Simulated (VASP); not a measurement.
# Sc (P6_3/mmc) in VASP: a series of runs

The runs below take Sc through electric field gradients, with PBE, r2SCAN.

All numbers are computed with VASP 6.6.1; they aren't measurements. Logs are shortened: lines on timing, memory, paths and dates and some standing lists are left out, and cuts for length are marked.

## (1) Starting point

It takes space group P6_3/mmc (No. 194, hexagonal). The conventional cell has a = 3.309 Å, b = 3.309 Å, c = 5.273 Å, α = 90.00°, β = 90.00°, γ = 120.00°. Around Sc (site symmetry -6m2) lie 12 Sc at 3.26 to 3.31 Å.

## (2) Electric field gradients, PBE

INCAR reads:

```
PREC = Accurate
ENCUT = 520
EDIFF = 1E-7
ISMEAR = -1
SIGMA = 0.05
LREAL = False
LASPH = True
NELM = 100
ALGO = Normal
ISIF = 2
LWAVE = False
LCHARG = False
GGA = PE
LEFG = True
```

KPOINTS reads:

```
Automatic mesh
0
Gamma
  11 11 6
```

POSCAR reads:

```
Sc
1.0
    3.3090000000      0.0000000000      0.0000000000
   -1.6545000000      2.8656780611      0.0000000000
    0.0000000000      0.0000000000      5.2733000000
Sc
2
Direct
    0.3333333333      0.6666666667      0.2500000000
    0.6666666667      0.3333333333      0.7500000000
```

Potentials or basis: VASP PAW PBE potentials, release 64 (Sc_sv).

Launch:

```bash
cat potpaw_PBE.64/Sc_sv/POTCAR > POTCAR
mpirun -np 1 vasp_std > vasp.out
```

OUTCAR:

```text
PREC = Accurate
   ENCUT = 520
   EDIFF = 1E-7
   ISMEAR = -1
   LREAL = False
   LASPH = True
   NELM = 100
   ISIF = 2
   GGA = PE

 ion  position               nearest neighbor table
   1  0.333  0.667  0.250-   2 3.26   2 3.26   2 3.26   2 3.26   2 3.26   2 3.26
   2  0.667  0.333  0.750-   1 3.26   1 3.26   1 3.26   1 3.26   1 3.26   1 3.26

  LATTYP: Found a hexagonal cell.
 ALAT       =     3.3090000000
 C/A-ratio  =     1.5936234512

  Lattice vectors:

 A1 = (   3.3090000000,   0.0000000000,   0.0000000000)
 A2 = (  -1.6545000000,   2.8656780611,   0.0000000000)
 A3 = (   0.0000000000,   0.0000000000,   5.2733000000)

Analysis of symmetry for initial positions (statically):
=====================================================================
 Subroutine PRICEL returns:
 Original cell was already a primitive cell.

 Routine SETGRP: Setting up the symmetry group for a
 hexagonal supercell.

 Subroutine GETGRP returns: Found 24 space group operations
 (whereof 12 operations were pure point group operations)
 out of a pool of 24 trial point group operations.

The static configuration has the point symmetry D_3d.
 The point group associated with its full space group is D_6h.

Analysis of symmetry for dynamics (positions and initial velocities):
=====================================================================
 Subroutine PRICEL returns:
 Original cell was already a primitive cell.

 Routine SETGRP: Setting up the symmetry group for a
 hexagonal supercell.

 Subroutine GETGRP returns: Found 24 space group operations
 (whereof 12 operations were pure point group operations)
 out of a pool of 24 trial point group operations.

The dynamic configuration has the point symmetry D_3d.
 The point group associated with its full space group is D_6h.

 Subroutine INISYM returns: Found 24 space group operations
 (whereof 12 operations are pure point group operations),
 and found     1 'primitive' translations

----------------------------------------------------------------------------------------

                                     Primitive cell

  volume of cell :      50.0042

  direct lattice vectors                    reciprocal lattice vectors
     3.309000000  0.000000000  0.000000000     0.302206105  0.174478776  0.000000000
    -1.654500000  2.865678061  0.000000000     0.000000000  0.348957552  0.000000000
     0.000000000  0.000000000  5.273300000     0.000000000  0.000000000  0.189634574

  length of vectors
     3.309000000  3.309000000  5.273300000     0.348957552  0.348957552  0.189634574

  position of ions in fractional coordinates (direct lattice)
     0.333333333  0.666666667  0.250000000
     0.666666667  0.333333333  0.750000000

  ion indices of the primitive-cell ions
   primitive index   ion index
                 1           1
                 2           2

----------------------------------------------------------------------------------------

 KPOINTS: Automatic mesh

Automatic generation of k-mesh.
 Grid dimensions read from file:
 generate k-points for:   11   11    6

 Generating k-lattice:

  Cartesian coordinates                     Fractional coordinates (reciprocal lattice)
     0.027473282  0.015861707  0.000000000     0.090909091  0.000000000  0.000000000
     0.000000000  0.031723414  0.000000000     0.000000000  0.090909091  0.000000000
     0.000000000  0.000000000  0.031605762     0.000000000  0.000000000  0.166666667

  Length of vectors
     0.031723414  0.031723414  0.031605762

  Shift w.r.t. Gamma in fractional coordinates (k-lattice)
     0.000000000  0.000000000  0.000000000

 Subroutine IBZKPT returns following result:
 ===========================================

 Found     64 irreducible k-points:

 Following reciprocal coordinates:
[... 35 lines left out ...]
   PREC   = accura    normal or accurate (medium, high low for compatibility)
   ISTART =      0    job   : 0-new  1-cont  2-samecut
   ICHARG =      2    charge: 1-file 2-atom 10-const
   ISPIN  =      1    spin polarized calculation?
   LNONCOLLINEAR =      F non collinear calculations
   LSORBIT =      F    spin-orbit coupling
   LASPH  =      T    aspherical Exc in radial PAW
   ENCUT  =  520.0 eV  38.22 Ry    6.18 a.u.   6.15  6.15  9.80*2*pi/ulx,y,z
   NELM   =    100;   NELMIN=  2; NELMDL= -5     # of ELM steps
   EDIFF  = 0.1E-06   stopping-criterion for ELM
   LREAL  =      F    real-space projection
   EDIFFG = 0.1E-05   stopping-criterion for IOM
   NSW    =      0    number of steps for IOM
   IBRION =     -1    ionic relax: 0-MD 1-quasi-New 2-CG
   NFREE  =      0    steps in history (QN), initial steepest desc. (CG)
   ISIF   =      2    stress and relaxation
   ISYM   =      2    0-nonsym 1-usesym 2-fastsym
   POTIM  = 0.5000    time-step for ionic-motion
   TEBEG  =    0.0;   TEEND  =   0.0 temperature during run
   PSTRESS=    0.0 pullay stress
   NELECT =      22.0000    total number of electrons
   NUPDOWN=      -1.0000    fix difference up-down
   EMIN   =  10.00;   EMAX   =-10.00  energy-range for DOS
   EFERMI =   0.00;   METHOD = LEGACY
   ISMEAR =    -1;   SIGMA  =   0.05  broadening in eV -4-tet -1-fermi 0-gaus
   EFERMI_NEDOS =   21; number of points for ismear=-14 and -15
   IALGO  =     38    algorithm
   IMIX   =      4    mixing-type and parameters
     AMIX     =   0.40;   BMIX     =  1.00
     AMIX_MAG =   1.60;   BMIX_MAG =  1.00
  volume/ion in A,a.u.               =      25.00       168.72
  Fermi-wavevector in a.u.,A,eV,Ry     =   1.245127  2.352948 21.093660  1.550340
  Thomas-Fermi vector in A             =   2.379363
   LORBIT       =      0    0 simple, 1 ext, 2 COOP (PROOUT), +10 PAW based schemes
   GGA     = PE    functional components
   LHFCALC =     F    Hartree Fock is set to
   AEXX    =    0.0000 exact exchange contribution
   IVDW    =     0    specifies the selected vdW correction
   LEPSILON=     F    determine dielectric tensor
   LRPA    =     F    only Hartree local field effects (RPA)
 non-spin polarized calculation
  energy-cutoff  :      520.00
  volume of cell :       50.00
 maximum number of plane-waves:      1387
 NGX is ok and might be reduce to    28
   NGX = 13   NGY = 13   NGZ = 19

 number of electron      22.0000000 magnetization

 Free energy of the ion-electron system (eV)
  ---------------------------------------------------
  ext. energy  EPLUGINS =         0.00000000
  ---------------------------------------------------
  free energy    TOTEN  =       -12.50969080 eV

  energy without entropy =      -12.47486049  energy(sigma->0) =      -12.49227564

 E-fermi :   3.6029     XC(G=0):  -9.8208

 val. band max:        3.5999071578   @ k =   0.1818   0.1818   0.3333
 cond. band min:       3.6059403385   @ k =   0.1818   0.0000   0.1667
 fundamental gap:      0.0060331807
 Fermi energy:         3.6029464711

 k-point     1 :       0.0000    0.0000    0.0000
  band No.  band energies     occupation
      1     -45.8574      2.00000
      2     -45.7963      2.00000
      3     -24.6630      2.00000
      4     -24.3404      2.00000
      5     -24.3404      2.00000
      6     -24.2840      2.00000
      7     -24.2840      2.00000
      8     -24.2684      2.00000
      9      -1.5061      2.00000
     10       1.9423      2.00000
     11       4.0171      0.00051
     12       5.1929      0.00000
     13       5.1929      0.00000
     14       5.3050      0.00000
[... 401 lines left out ...]
      2     -45.7911      2.00000
      3     -24.5892      2.00000
      4     -24.4454      2.00000
      5     -24.4289      2.00000
      6     -24.3728      2.00000
      7     -24.3162      2.00000
      8     -24.3026      2.00000
      9      -0.1610      2.00000
     10       2.5158      2.00000
     11       3.4438      1.92043
     12       4.1388      0.00004
     13       5.0178      0.00000
     14       5.1518      0.00000
     15       5.4676      0.00000

 [... further k-points ...]

------------------------ aborting loop because EDIFF is reached ----------------------------------------

  FORCE on cell =-STRESS in cart. coord.  units (eV):
  Direction    XX          YY          ZZ          XY          YZ          ZX
  --------------------------------------------------------------------------------------
  -------------------------------------------------------------------------------------
  Total       -0.0397727     -0.0397727     -0.5557969      0.0000000      0.0000000      0.0000000
  in kB       -1.2743513     -1.2743513    -17.8081998      0.0000000      0.0000000      0.0000000
  external PRESSURE =      -6.7856341 kB  Pullay stress =       0.0000000 kB

 VOLUME and BASIS-vectors are now :
 -----------------------------------------------------------------------------
  energy-cutoff  :      520.00
  volume of cell :       50.00
      direct lattice vectors                 reciprocal lattice vectors
     3.309000000  0.000000000  0.000000000     0.302206105  0.174478776  0.000000000
    -1.654500000  2.865678061  0.000000000     0.000000000  0.348957552  0.000000000
     0.000000000  0.000000000  5.273300000     0.000000000  0.000000000  0.189634574

 POSITION                                       TOTAL-FORCE (eV/Angst)
 -----------------------------------------------------------------------------------
     -0.00000      1.91045      1.31832        -0.000000      0.000000      0.000000
      1.65450      0.95523      3.95498         0.000000      0.000000      0.000000
 -----------------------------------------------------------------------------------
    total drift:                               -0.000000      0.000000     -0.000000

  FREE ENERGIE OF THE ION-ELECTRON SYSTEM (eV)
  ---------------------------------------------------
  free  energy   TOTEN  =       -12.5096907956 eV

  energy  without entropy=      -12.4748604886  energy(sigma->0) =      -12.49227564

 Electric field gradients (V/A^2)
---------------------------------------------------------------------
 ion       V_xx      V_yy      V_zz      V_xy      V_xz      V_yz
---------------------------------------------------------------------
   1      -4.774    -4.774     9.548     0.000     0.000    -0.000
   2      -4.774    -4.774     9.548     0.000    -0.000     0.000
---------------------------------------------------------------------

 Electric field gradients after diagonalization (V/A^2)
 (convention: |V_zz| > |V_xx| > |V_yy|)
----------------------------------------------------------------------
 ion       V_xx      V_yy      V_zz     asymmetry (V_yy - V_xx)/ V_zz
----------------------------------------------------------------------
   1      -4.774    -4.774     9.548       0.000
   2      -4.774    -4.774     9.548       0.000
----------------------------------------------------------------------

           NMR quadrupolar parameters

 Cq : quadrupolar parameter    Cq=e*Q*V_zz/h
 eta: asymmetry parameters     (V_yy - V_xx)/ V_zz
 Q  : nuclear electric quadrupole moment in mb (millibarn)
----------------------------------------------------------------------
 ion       Cq(MHz)       eta       Q (mb)
----------------------------------------------------------------------
   1       0.023       0.000       1.000
   2       0.023       0.000       1.000
----------------------------------------------------------------------
```

Wall time 22 s (1 thread of Intel Xeon 6975P-C (Granite Rapids), shared host); peak memory 0.19 GiB.

What came out:

```
Free energy            : -12.5097 eV
Pressure               : -0.7 GPa
Band gap on the k mesh : none (metal or under the smearing width)
```

Stress tensor (GPa, compression positive):
```
-0.13  0.00  0.00
 0.00 -0.13  0.00
 0.00  0.00 -1.78
```

Electric field gradients, principal values (V/Å²):
```tsv
atom	Vxx	Vyy	Vzz
1 Sc	-4.774	-4.774	9.548
2 Sc	-4.774	-4.774	9.548
```

## (3) Electric field gradients, r2SCAN

INCAR, as its differences from that of step 2:

```diff
@@ -12,3 +12,4 @@
 LCHARG = False
-GGA = PE
+METAGGA = R2SCAN
+LMIXTAU = True
 LEFG = True
```

KPOINTS is that of step 2.

POSCAR is that of step 2.

Potentials or basis: VASP PAW PBE potentials, release 64 (Sc_sv).

Launch:

```bash
cat potpaw_PBE.64/Sc_sv/POTCAR > POTCAR
mpirun -np 1 vasp_std > vasp.out
```

OUTCAR:

```text
PREC = Accurate
   ENCUT = 520
   EDIFF = 1E-7
   ISMEAR = -1
   LREAL = False
   LASPH = True
   NELM = 100
   ISIF = 2
   METAGGA = R2SCAN

 ion  position               nearest neighbor table
   1  0.333  0.667  0.250-   2 3.26   2 3.26   2 3.26   2 3.26   2 3.26   2 3.26
   2  0.667  0.333  0.750-   1 3.26   1 3.26   1 3.26   1 3.26   1 3.26   1 3.26

  LATTYP: Found a hexagonal cell.
 ALAT       =     3.3090000000
 C/A-ratio  =     1.5936234512

  Lattice vectors:

 A1 = (   3.3090000000,   0.0000000000,   0.0000000000)
 A2 = (  -1.6545000000,   2.8656780611,   0.0000000000)
 A3 = (   0.0000000000,   0.0000000000,   5.2733000000)

Analysis of symmetry for initial positions (statically):
=====================================================================
 Subroutine PRICEL returns:
 Original cell was already a primitive cell.

 Routine SETGRP: Setting up the symmetry group for a
 hexagonal supercell.

 Subroutine GETGRP returns: Found 24 space group operations
[... 624 lines left out ...]
     3.309000000  0.000000000  0.000000000     0.302206105  0.174478776  0.000000000
    -1.654500000  2.865678061  0.000000000     0.000000000  0.348957552  0.000000000
     0.000000000  0.000000000  5.273300000     0.000000000  0.000000000  0.189634574

 POSITION                                       TOTAL-FORCE (eV/Angst)
 -----------------------------------------------------------------------------------
     -0.00000      1.91045      1.31832         0.000000     -0.000000      0.000000
      1.65450      0.95523      3.95498        -0.000000      0.000000      0.000000
 -----------------------------------------------------------------------------------
    total drift:                               -0.000000      0.000000     -0.000000

  FREE ENERGIE OF THE ION-ELECTRON SYSTEM (eV)
  ---------------------------------------------------
  free  energy   TOTEN  =       -22.7246482380 eV

  energy  without entropy=      -22.6915621791  energy(sigma->0) =      -22.70810521

 Electric field gradients (V/A^2)
---------------------------------------------------------------------
 ion       V_xx      V_yy      V_zz      V_xy      V_xz      V_yz
---------------------------------------------------------------------
   1      -4.283    -4.283     8.566     0.000     0.000    -0.000
   2      -4.283    -4.283     8.566     0.000    -0.000     0.000
---------------------------------------------------------------------

 Electric field gradients after diagonalization (V/A^2)
 (convention: |V_zz| > |V_xx| > |V_yy|)
----------------------------------------------------------------------
 ion       V_xx      V_yy      V_zz     asymmetry (V_yy - V_xx)/ V_zz
----------------------------------------------------------------------
   1      -4.283    -4.282     8.566       0.000
   2      -4.283    -4.282     8.566       0.000
----------------------------------------------------------------------

           NMR quadrupolar parameters

 Cq : quadrupolar parameter    Cq=e*Q*V_zz/h
 eta: asymmetry parameters     (V_yy - V_xx)/ V_zz
 Q  : nuclear electric quadrupole moment in mb (millibarn)
----------------------------------------------------------------------
 ion       Cq(MHz)       eta       Q (mb)
----------------------------------------------------------------------
   1       0.021       0.000       1.000
   2       0.021       0.000       1.000
----------------------------------------------------------------------
```

stdout:

```text
POSCAR found type information on POSCAR Sc
 POSCAR found :  1 types and       2 ions
 scaLAPACK will be used
 -----------------------------------------------------------------------------
|                                                                             |
|                                                                             |
|     You enforced a specific xc type in the INCAR file but a different       |
|     I HOPE YOU KNOW WHAT YOU ARE DOING!                                     |
|                                                                             |
 -----------------------------------------------------------------------------

 LDA part: xc-table for (None), standard interpolation
 POSCAR, INCAR and KPOINTS ok, starting setup
 FFT: planning ... GRIDC
 FFT: planning ... GRID_SOFT
 FFT: planning ... GRID
 WAVECAR not read
 entering main loop
ion   1

ion   2
```

Run time: 2.5 min. Hardware: 1 thread of Intel Xeon 6975P-C (Granite Rapids), shared host; peak memory 0.2 GiB.

What came out:

| Item | Value |
| --- | --- |
| Free energy | -22.7246 eV |
| Pressure | 0.1 GPa |
| Band gap on the k mesh | none (metal or under the smearing width) |

Electric field gradients, principal values (V/Å²):
```csv
atom,Vxx,Vyy,Vzz
1 Sc,-4.282,-4.283,8.566
2 Sc,-4.282,-4.283,8.566
```

Caveat: the PAW data sets were made with another functional, which shifts forces and pressure a little.
